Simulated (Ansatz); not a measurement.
Runs of Ansatz 0.2.0 on ZrB2. Symmetry: P6/mmm, No. 191, hexagonal system. Conventional cell: a = 3.170 Å, b = 3.170 Å, c = 3.533 Å, α = 90.00°, β = 90.00°, γ = 120.00°. Around Zr (site symmetry 6/mmm) lie 12 B at 2.54 Å. B (site symmetry -6m2) has 3 B at 1.83 Å as nearest neighbours. 

| level | U | gap on the mesh (eV) | pressure (GPa) |
| --- | --- | --- | --- |
| PBEsol+U | Zr d U = 8 eV | none | 4.0 |
| PBEsol+U | Zr d U = 6 eV | none | (b) |
| PBEsol | - | none | (a) |
| PBEsol+U | Zr d U = 4 eV | none | -0.5 |
| PBEsol+U | Zr d U = 2 eV | none | -2.4 |

Alike in all rows: task density of states; potentials or basis all-electron LAPW, scalar-relativistic; no spin polarisation; cell as given; k mesh 10 × 10 × 8; cutoff (eV) 255; smearing fermi-dirac 0.05 eV; basis error allowed 0.002 eV/atom.

Problem. Fill in the values left out.

Solution. (a) -4.1; (b) 1.6.

Caveats: U is the effective U less J, on atomic orbitals that reach past the spheres (some runs); U without spin polarisation on a metal has little footing (some runs); the U is typed as a test and isn't derived for this compound (some runs).

A k mesh can miss the band edges, and the runs leave out spin-orbit coupling on Zr.

A gap of «none» marks a metal or a gap under the smearing width.
